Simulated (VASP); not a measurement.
A run of VASP 6.6.1 is set up as follows.

INCAR

```
SYSTEM = HfC
ALGO = Normal ; EDIFF = 1E-6
EDIFFG = -0.01 ; ENCUT = 600
GGA = PE ; IBRION = 2
ISIF = 3 ; ISMEAR = 1
LASPH = .True. ; LCHARG = .False.
LREAL = .False. ; LWAVE = .False.
NELM = 80 ; NSW = 90
PREC = Accurate ; SIGMA = 0.1
```

File KPOINTS:

```
k-points
0
Gamma
  14 14 14
  0 0 0
```

The input POSCAR:

```
HfC
1.0
    0.0000000000      2.3250000000      2.3250000000
    2.3250000000      0.0000000000      2.3250000000
    2.3250000000      2.3250000000      0.0000000000
Hf C
1 1
Direct
    0.5000000000      0.5000000000      0.5000000000
    0.0000000000      0.0000000000      0.0000000000
```

Potentials or basis: VASP PAW PBE potentials, release 64 (Hf_pv, C).

Run with:

```console
$ cat potpaw_PBE.64/Hf_pv/POTCAR potpaw_PBE.64/C/POTCAR > POTCAR
$ mpirun -np 1 vasp_std > vasp.out
```

(1) Estimate the relaxed cell.

(2) What does it give for the relaxed volume?

(3) Estimate the space group after relaxing (to 0.05 Å).

Results:

(1) a = 3.285 Å, b = 3.285 Å, c = 3.285 Å, α = 60.00°, β = 60.00°, γ = 60.00°.

(2) 12.54 Å³/atom.

(3) Fm-3m (No. 225).
